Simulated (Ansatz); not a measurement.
# Ta2CS2 MXene bilayer (AB) in a perpendicular field

What dipole does a perpendicular field induce in the Ta2CS2 MXene bilayer (AB)? A positive field points along +c.

Program: Ansatz 0.2.0. Level of theory: plane-wave DFT, PBE-D3(BJ), Ansatz PAW, in the first sound run; inputs show where later runs differ. Results are calculated unless marked as measured.

Report form: the programs' logs are mostly left out.

### 1. Set-up

The cell holds 10 atoms: 4 S, 4 Ta and 2 C. Its edges and angles: a = 3.226 Å, b = 3.226 Å, c = 61.433 Å, α = 90.0°, β = 90.0°, γ = 120.0°. Regions: layer 1: Ta2CS2 MXene, 5 atoms (2 S, 2 Ta and 1 C); layer 2: Ta2CS2 MXene, 5 atoms (2 S, 2 Ta and 1 C). Vacuum lies along c.

### 2. Relaxation

The starting cell is a guess, so the in-plane lattice and the atoms are relaxed first, with the slab cut off from its images along the normal.

Contents of input.yaml:

```yaml
crystal:
  lattice:
    - [3.22608, 0.0, 0.0]
    - [-1.61304, 2.7938672346, 0.0]
    - [0.0, 0.0, 61.4327961502]
  atoms:
    - { symbol: S, position: [0.3333333333, 0.6666666667, 0.376020651] }
    - { symbol: Ta, position: [0.6666666667, 0.3333333333, 0.4050812494] }
    - { symbol: C, position: [0.0, 0.0, 0.4258018628] }
    - { symbol: Ta, position: [0.3333333333, 0.6666666667, 0.4465224762] }
    - { symbol: S, position: [0.6666666667, 0.3333333333, 0.4755830746] }
    - { symbol: S, position: [0.6666666667, 0.3333333333, 0.5244169254] }
    - { symbol: Ta, position: [0.0, 0.0, 0.5534775238] }
    - { symbol: C, position: [0.3333333333, 0.6666666667, 0.5741981372] }
    - { symbol: Ta, position: [0.6666666667, 0.3333333333, 0.5949187506] }
    - { symbol: S, position: [0.0, 0.0, 0.623979349] }
  periodic: [true, true, false]
kpoints:
  mp_grid: { grid: [12, 12, 1] }
hamiltonian:
  xc: pbe
  dispersion: d3bj
scf:
  occupations: { method: fermi_dirac, width: 0.05 }
  convergence: { dr2_threshold: 1.0e-09 }
relax:
  f_tol: 0.004
  max_steps: 90
  cell: {}
output:
  write_potential: true
  write_density: true
  volumetric_format: npy
```

The run is started by

```sh
ansatz run input.yaml --threads 4 --pin off --max-ram 6144MiB --backend cpu --events-out ev --progress --plain --runs-dir out
```

Run time: 72 s. Hardware: 4 threads of Arm Neoverse V1, shared host; peak memory 1.4 GiB.

The steps of the relaxation:

| step | energy less that of the first step (eV) | largest force component (eV/Å) | volume (Å³) |
| --- | --- | --- | --- |
| 1 | 0.0000 | 2.2309 | 553.71 |
| 2 | -0.9425 | 0.3253 | 551.57 |
| 3 | -1.0077 | 0.2575 | 566.05 |
| 4 | -1.0141 | 0.0379 | 563.86 |
| 5 | -1.0142 | 0.0111 | 564.17 |
| 6 | -1.0141 | 0.0022 | 564.30 |
| 7* | -1.0162 | 0.0022 | 564.30 |

Relaxation steps marked * repeat the geometry before them on a plane-wave basis chosen anew for their cell, so energy and pressure can jump there.

The run keeps the 12 symmetry operations that it works with, so distortions that break them were not tested.

| cell as run | before | after | change |
| --- | --- | --- | --- |
| a (Å) | 3.226 | 3.257 | +1.0 % |
| b (Å) | 3.226 | 3.257 | +1.0 % |

The atoms that moved most (Å, along periodic axes as changes of fractional coordinates times the final cell, across vacuum about the mean position):

| atom | dx | dy | dz | length |
| --- | --- | --- | --- | --- |
| S10 | 0.000 | 0.000 | -0.337 | 0.337 |
| S1 | 0.000 | 0.000 | 0.337 | 0.337 |
| Ta2 | 0.000 | 0.000 | 0.180 | 0.180 |
| Ta9 | 0.000 | 0.000 | -0.180 | 0.180 |
| S5 | 0.000 | 0.000 | -0.160 | 0.160 |
| S6 | 0.000 | 0.000 | 0.160 | 0.160 |
| C3 | 0.000 | 0.000 | 0.089 | 0.089 |
| C8 | 0.000 | 0.000 | -0.089 | 0.089 |

Final coordinates:

```cif
data_structure
_symmetry_space_group_name_H-M 'P 1'
_symmetry_Int_Tables_number 1
_cell_length_a 3.2568
_cell_length_b 3.2568
_cell_length_c 61.4328
_cell_angle_alpha 90.000
_cell_angle_beta 90.000
_cell_angle_gamma 120.000
_cell_volume 564.30
loop_
_atom_site_label
_atom_site_type_symbol
_atom_site_fract_x
_atom_site_fract_y
_atom_site_fract_z
_atom_site_occupancy
S1 S 0.33333 0.66667 0.38151 1
Ta2 Ta 0.66667 0.33333 0.40800 1
C3 C 0.00000 0.00000 0.42725 1
Ta4 Ta 0.33333 0.66667 0.44658 1
S5 S 0.66667 0.33333 0.47298 1
S6 S 0.66667 0.33333 0.52702 1
Ta7 Ta 0.00000 0.00000 0.55342 1
C8 C 0.33333 0.66667 0.57275 1
Ta9 Ta 0.66667 0.33333 0.59200 1
S10 S 0.00000 0.00000 0.61849 1
```

This step gave:

* energy at zero smearing: -43852.2523 eV

The lattice constant a goes from 3.226 to 3.257 Å.

### 3. Atoms held, field 0, start network

A sawtooth potential applies the field, turning back in the middle of the vacuum. With the dipole correction the typed value is the field outside the slab. The induced dipole is small, so the SCF threshold is tight.

The cell differs from the one that the last finished run ended in (c 61.433 → 32.559 Å).

Contents of input.yaml:

```yaml
crystal:
  lattice:
    - [3.2567761041, 0.0, 0.0]
    - [-1.628388052, 2.8204508406, 0.0]
    - [0.0, 0.0, 32.5587924589]
  atoms:
    - { symbol: S, position: [0.3333333333, 0.6666666667, 0.276423028] }
    - { symbol: Ta, position: [0.6666666667, 0.3333333333, 0.3264197598] }
    - { symbol: C, position: [0.0, 0.0, 0.3627411263] }
    - { symbol: Ta, position: [0.3333333333, 0.6666666667, 0.3991987817] }
    - { symbol: S, position: [0.6666666667, 0.3333333333, 0.4490268938] }
    - { symbol: S, position: [0.6666666667, 0.3333333333, 0.5509731062] }
    - { symbol: Ta, position: [0.0, 0.0, 0.6008012183] }
    - { symbol: C, position: [0.3333333333, 0.6666666667, 0.6372588737] }
    - { symbol: Ta, position: [0.6666666667, 0.3333333333, 0.6735802402] }
    - { symbol: S, position: [0.0, 0.0, 0.723576972] }
kpoints:
  mp_grid: { grid: [18, 18, 1] }
  band_path:
    path: [[0, 0, 0], [0.5, 0, 0], [0.33333333, 0.33333333, 0], [0, 0, 0]]
    npoints: 16
hamiltonian:
  xc: pbe
  dispersion: d3bj
scf:
  occupations: { method: fermi_dirac, width: 0.02585 }
  convergence: { dr2_threshold: 1.0e-10 }
efield:
  axis: 3
  dipole_correction: true
  ramp_position: 0.97
  ramp_width: 0.06
  amplitude: 0
output:
  dos: { projected: true, e_range: [-6, 5] }
  bader: true
  write_potential: true
  write_density: true
  volumetric_format: npy
  elf: true
```

It took 62 s on 4 threads; peak memory 1.1 GiB.

Numbers from this step:

```yaml
energy_at_zero_smearing: -43852.2748 eV
work_function_upper_face: 5.389 eV
dipole_along_the_normal: 1.18e-7 e·Å
```

Running mean over a fixed 2.7 Å (it still follows the layers) of the planar mean; the ramp of the sawtooth is left out. Table of electron's electrostatic potential energy less the Fermi level by z:

| z (Å) | electron's electrostatic potential energy less the Fermi level (eV) |
| --- | --- |
| 4 | 5.39 |
| 5 | 5.39 |
| 6 | 5.36 |
| 7 | 4.61 |
| 8 | 0.417 |
| 9 | -4.69 |
| 10 | -10.5 |
| 11 | -11.6 |
| 12 | -13.0 |
| 13 | -11.2 |
| 14 | -9.24 |
| 15 | -2.44 |
| 16 | 1.18 |
| 17 | -0.169 |
| 18 | -5.25 |
| 19 | -10.6 |
| 20 | -11.7 |
| 21 | -12.9 |
| 22 | -11.1 |
| 23 | -8.85 |
| 24 | -2.02 |
| 25 | 2.49 |
| 26 | 5.20 |
| 27 | 5.38 |
| 28 | 5.39 |
| 29 | 5.39 |

The density of states has structure finer than the step of the table below, so its rows give means over 0.2 eV, whole bins alone (the curve runs from -6 to 1.83 eV). Peaks (eV: height): -5.70: 12.7, -5.06: 12.1, -4.70: 23.7, -4.46: 12.5, -3.99: 11.7, -2.44: 16.7, -2.17: 11.9.

Density of states against energy, zero at the Fermi level; means over each step:

energy (eV), density of states (states/eV a cell) and a bar:
```
     -5.8        5.0 #######
     -5.6        9.7 #################
     -5.4        4.8 #######
     -5.2        1.3 
     -5.0        8.9 ###############
     -4.8       16.4 ##############################
     -4.6       12.9 #######################
     -4.4        8.1 ##############
     -4.2        6.1 ##########
     -4.0        7.9 #############
     -3.8        5.7 #########
     -3.6        6.4 ##########
     -3.4        6.9 ###########
     -3.2        6.7 ###########
     -3.0        7.1 ############
     -2.8        7.8 #############
     -2.6        9.7 #################
     -2.4        9.9 #################
     -2.2        7.6 #############
     -2.0        4.4 ######
     -1.8        2.7 ###
     -1.6        4.1 ######
     -1.4        3.7 #####
     -1.2        2.8 ###
     -1.0        2.7 ###
     -0.8        2.7 ###
     -0.6        3.3 ####
     -0.4        2.1 ##
     -0.2        1.3 
      0.0        2.4 ##
      0.2        3.5 ####
      0.4        2.8 ###
      0.6        2.5 ##
      0.8        2.3 ##
      1.0        2.6 ###
      1.2        2.3 ##
      1.4        2.4 ##
      1.6        3.8 #####
```

Projected DOS per atom over height of the atomic layer and energy from the Fermi level. Layers: S Ta C Ta S S Ta C Ta S from below.

Values in states/eV, 22 rows by 10 columns, each cell a mean:
```
0.11 0.76 0.19 0.75 0.11 0.11 0.75 0.19 0.76 0.11
0.11 0.43 0.07 0.43 0.11 0.11 0.43 0.07 0.43 0.11
0.14 0.44 0.08 0.45 0.14 0.14 0.45 0.08 0.44 0.14
0.16 0.42 0.08 0.43 0.16 0.16 0.43 0.08 0.42 0.16
0.26 0.44 0.12 0.46 0.26 0.26 0.46 0.12 0.44 0.26
0.15 0.23 0.09 0.23 0.15 0.15 0.23 0.09 0.23 0.15
0.21 0.39 0.12 0.39 0.22 0.22 0.39 0.12 0.39 0.21
0.25 0.37 0.12 0.37 0.25 0.25 0.37 0.12 0.37 0.25
0.33 0.30 0.15 0.31 0.34 0.34 0.31 0.15 0.30 0.33
0.56 0.28 0.22 0.25 0.57 0.57 0.25 0.22 0.28 0.56
0.50 0.27 0.13 0.27 0.61 0.61 0.27 0.13 0.27 0.50
1.38 0.61 0.25 0.58 1.16 1.16 0.58 0.25 0.61 1.38
1.56 0.61 0.26 0.67 1.44 1.44 0.67 0.26 0.61 1.56
1.16 0.47 0.25 0.54 1.14 1.14 0.54 0.25 0.47 1.16
1.11 0.51 0.25 0.51 0.94 0.94 0.51 0.25 0.51 1.11
0.92 0.52 0.29 0.46 0.89 0.89 0.46 0.29 0.52 0.92
0.81 0.74 0.50 0.67 0.90 0.90 0.67 0.50 0.74 0.81
0.64 0.77 1.02 0.81 0.81 0.81 0.81 1.02 0.77 0.64
1.20 1.51 2.37 1.43 0.99 0.99 1.43 2.37 1.51 1.20
0.45 0.36 0.34 0.43 0.68 0.68 0.43 0.34 0.36 0.45
0.56 0.58 0.82 0.60 0.60 0.60 0.60 0.82 0.58 0.56
0.39 0.43 0.57 0.44 0.41 0.41 0.44 0.57 0.43 0.39
```
Columns: height of the atomic layer (Å) from 9 to 23.6 (not evenly spaced); rows upwards: energy from the Fermi level (eV) from -5.96 to 1.78.

The electronic bands at the labelled points (eV, zero at the Fermi level):

| point | band 39 | band 40 | band 41 | band 42 | band 43 | band 44 | band 45 | band 46 |
| --- | --- | --- | --- | --- | --- | --- | --- | --- |
| Γ | -0.69 | -0.69 | -0.25 | -0.25 | -0.20 | -0.20 | -0.20 | 0.08 |
| halfway | -1.69 | -1.69 | -1.66 | -1.54 | 0.95 | 0.97 | 1.20 | 1.43 |
| M | -2.32 | -1.96 | -1.59 | -1.54 | 1.62 | 1.64 | 2.54 | 2.54 |
| halfway | -2.86 | -2.59 | -0.81 | -0.66 | 1.91 | 1.93 | 2.18 | 2.20 |
| K | -3.47 | -3.09 | 0.82 | 0.92 | 0.92 | 0.95 | 0.95 | 1.03 |
| halfway | -2.36 | -2.20 | -0.52 | -0.32 | -0.18 | -0.10 | 2.03 | 2.27 |
| Γ | -0.69 | -0.69 | -0.25 | -0.25 | -0.20 | -0.20 | -0.20 | 0.08 |

Electrostatic potential energy in the ca plane at fractional y = 0.667, with atoms of S and Ta and C within 0.2 Å of it. With pseudopotentials it is smooth inside the atoms' cores, unlike the true potential.

Values in eV, 5 rows by 16 columns, each cell a mean:
```
  3   3   0   5   9   3  -1 -11  -2  -6  -8  -2   6  10  10  10
 -3  -5   2   6   9   5   2  -5  -1  -3  -4   2   7  10  10  10
-25 -33   2   8   9   8   7   4 -18 -10   4   7   9  10  10  10
-30 -38   1   9   9   9   7   5 -27 -16   6   8   9  10  10  10
-10 -15   3   8   9   7   4  -1  -3  -2   0   5   8  10  10  10
```
Columns run along c (16.0 Å, from fractional 0.37 to 0.86 of the cell; values clipped at the 3rd and 97th percentile), rows up along a (3.3 Å). Atoms in or near the plane, at fractional coordinates: Ta at (0.40, 0.33), C at (0.64, 0.33).

Valence density in the ca plane at fractional y = 0.667, with atoms of S and Ta and C within 0.2 Å of it. It is the smooth field of the valence electrons, not physical close to the nuclei.

Ten steps, logarithmic in the rise over the least value, from '0' (0.0 e/Å³) to '9' (4.2 e/Å³), each cell a mean:
```
00000000000000000123344565555444445554211234
00000000000000000123334566555444445554211235
00000000000000001245554455555555545543211134
00000000000000012466665444445789754432100122
00000000000000013576676433346999964321000011
00000000000000013576576433346999974321000011
00000000000000012466765433445799854332100112
00000000000000001345555444455566544443111123
```
Columns run along c (16.0 Å, from fractional 0.06 to 0.55 of the cell), rows up along a (3.3 Å). Atoms in or near the plane, at fractional coordinates: S at (0.28, 0.33), Ta at (0.40, 0.33).

ELF in the ca plane at fractional y = 0.667, with atoms of S and Ta and C within 0.2 Å of it. It is the smooth field of the valence electrons, not physical close to the nuclei.

Ten even steps from '0' (0.00) to '9' (0.92), each cell a mean:
```
00000000000001233311223565323678875103788873
00000000000000123212323575323678885103788873
00000000000135677742113553222467763101567752
00000000002579988874213323665234421000123332
00000000013699952676322226537411100000000011
00000000013799941576322226527511100000000001
00000000002589987874223324776323310000112221
00000000000246788752113542232367653001466652
```
Columns run along c (16.0 Å, from fractional 0.10 to 0.59 of the cell), rows up along a (3.3 Å). Atoms in or near the plane, at fractional coordinates: S at (0.28, 0.33), Ta at (0.40, 0.33).

The work function of the upper face is 5.39 eV.

### 4. Single point, field 0.03 V/Å

input.yaml: that of step 3 with these lines changed.

```diff
@@ -32,6 +32,4 @@
   ramp_width: 0.06
-  amplitude: 0
+  amplitude: 0.03
 output:
-  dos: { projected: true, e_range: [-6, 5] }
-  bader: true
   write_potential: true
@@ -39,2 +37 @@
   volumetric_format: npy
-  elf: true
```

The job ended after 36 s (4 threads; peak memory 1 GiB; 2.4 min of CPU time).

The dipole is 0.0250 e·Å.

### 5. Atoms held, field -0.03 V/Å

input.yaml: that of step 4 with these lines changed.

```diff
@@ -32,3 +32,3 @@
   ramp_width: 0.06
-  amplitude: 0.03
+  amplitude: -0.03
 output:
```

It took 36 s on 4 threads; peak memory 0.99 GiB; 2.4 min of CPU time.

The dipole is -0.0250 e·Å.

### 6. Atoms held, field 0.15 V/Å

input.yaml: that of step 5 with these lines changed.

```diff
@@ -30,5 +30,5 @@
   dipole_correction: true
-  ramp_position: 0.97
-  ramp_width: 0.06
-  amplitude: -0.03
+  ramp_position: 0.9616
+  ramp_width: 0.0768
+  amplitude: 0.15
 output:
```

It took 37 s on 4 threads; peak memory 1 GiB.

The dipole is 0.125 e·Å.

### 7. Single point, field 0.25 V/Å

input.yaml: that of step 6 with these lines changed.

```diff
@@ -32,3 +32,3 @@
   ramp_width: 0.0768
-  amplitude: 0.15
+  amplitude: 0.25
 output:
```

The job ended after 36 s (4 threads; peak memory 1 GiB).

The dipole is 0.208 e·Å.

### 8. Atoms held, field -0.25 V/Å

input.yaml: that of step 7 with these lines changed.

```diff
@@ -32,4 +32,6 @@
   ramp_width: 0.0768
-  amplitude: 0.25
+  amplitude: -0.25
 output:
+  dos: { projected: true, e_range: [-6, 5] }
+  bader: true
   write_potential: true
@@ -37 +39,2 @@
   volumetric_format: npy
+  elf: true
```

The job ended after 66 s (4 threads; peak memory 1 GiB; 4.3 min of CPU time).

The dipole is -0.208 e·Å.

### 9. Response, atoms held

This step: plane-wave DFT, PBE-D3(BJ), Ansatz PAW; response to a field along the normal, atoms held (Ansatz 0.2.0).

The dipoles give the slope, and the difference of two potentials shows where the field is screened.

Numbers from this step:

| Item | Value |
| --- | --- |
| equivalent conductor thickness p/(ε₀AE) | 16.40 Å |
| distance between the outer atoms | 14.56 Å |

Dipole of the cell against applied field:

| applied field (V/Å) | dipole of the cell (e·Å) |
| --- | --- |
| -0.250 | -0.208 |
| -0.030 | -0.0250 |
| 0.000 | 0 |
| 0.030 | 0.0250 |
| 0.150 | 0.125 |
| 0.250 | 0.208 |

Local field over the applied field, running mean. From the potentials at -0.03 and 0.03 V/Å; running mean over 2.5 Å. Table of local field over applied field by z:

| z (Å) | local field over applied field |
| --- | --- |
| 5 | 0.997 |
| 6 | 0.975 |
| 7 | 0.832 |
| 8 | 0.503 |
| 9 | 0.171 |
| 10 | 0.0419 |
| 11 | 0.0280 |
| 12 | 0.0134 |
| 13 | 0.00672 |
| 14 | 0.00475 |
| 15 | 0.00476 |
| 16 | 0.00432 |
| 17 | 0.00429 |
| 18 | 0.00472 |
| 19 | 0.00593 |
| 20 | 0.00826 |
| 21 | 0.0232 |
| 22 | 0.0277 |
| 23 | 0.0741 |
| 24 | 0.301 |
| 25 | 0.660 |
| 26 | 0.922 |
| 27 | 0.991 |
| 28 | 0.999 |

Electrons, planar mean, per unit field. The induced electron density by z:

| z (Å) | induced electron density (e/Å³ per V/Å) |
| --- | --- |
| 4.5 | 3.0e-6 |
| 5.0 | 1.0e-5 |
| 5.5 | 3.4e-5 |
| 6.0 | 1.1e-4 |
| 6.5 | 3.3e-4 |
| 7.0 | 9.2e-4 |
| 7.5 | 0.00223 |
| 8.0 | 0.00365 |
| 8.5 | 0.00231 |
| 9.0 | 0.00104 |
| 9.5 | 5.1e-4 |
| 10.0 | -7.9e-4 |
| 10.5 | 2.1e-4 |
| 11.0 | 1.7e-4 |
| 11.5 | 1.1e-4 |
| 12.0 | 9.4e-5 |
| 12.5 | -1.2e-5 |
| 13.0 | 3.9e-5 |
| 13.5 | -9.8e-5 |
| 14.0 | 3.2e-5 |
| 14.5 | 1.0e-4 |
| 15.0 | -1.1e-5 |
| 15.5 | -6.7e-5 |
| 16.0 | -2.6e-5 |
| 16.5 | 2.1e-5 |
| 17.0 | 6.2e-5 |
| 17.5 | 2.8e-5 |
| 18.0 | -9.9e-5 |
| 18.5 | -4.6e-5 |
| 19.0 | 9.7e-5 |
| 19.5 | -2.5e-5 |
| 20.0 | -4.2e-6 |
| 20.5 | -5.5e-5 |
| 21.0 | -1.3e-4 |
| 21.5 | -1.2e-4 |
| 22.0 | -4.0e-4 |
| 22.5 | 8.0e-4 |
| 23.0 | -3.3e-4 |
| 23.5 | -0.00108 |
| 24.0 | -0.00201 |
| 24.5 | -0.00368 |
| 25.0 | -0.00243 |
| 25.5 | -0.00103 |
| 26.0 | -3.8e-4 |
| 26.5 | -1.2e-4 |
| 27.0 | -4.0e-5 |
| 27.5 | -1.2e-5 |
| 28.0 | -3.5e-6 |

By hand: between -0.03 and 0.03 V/Å the dipole changes by 0.04994 e·Å, a slope of 0.8323 e·Å²/V. A perfect conductor of thickness t has p = ε₀AEt, so t = 180.95 × 0.8323 / 9.186 = 16.40 Å (e/ε₀ = 180.95 V·Å, A in Å²).

The induced dipole is that of a conductor 16.40 Å thick.

[end of part 1 of 2]

[Logs are printed without paths, hosts, clocks, repeated set-up lines and the standing remarks that a program may print on its own settings, such as how far it seeks lower states.]

[Hosts, paths, dates, database ids (printed as entryN), source tags and the programs' standing remarks are cut or masked in the printed files.]

[Maps of the electrostatic potential energy from Ansatz leave out the sawtooth potential of an applied field or a dipole correction, so their vacuum need not be flat; planar profiles and work functions include it.]

[The density of states shown here was stored with 400 of the rows of the run's finer table, so its peaks can read low, often by over a quarter, or be missed, and its means over a window can be off by a tenth or more.]
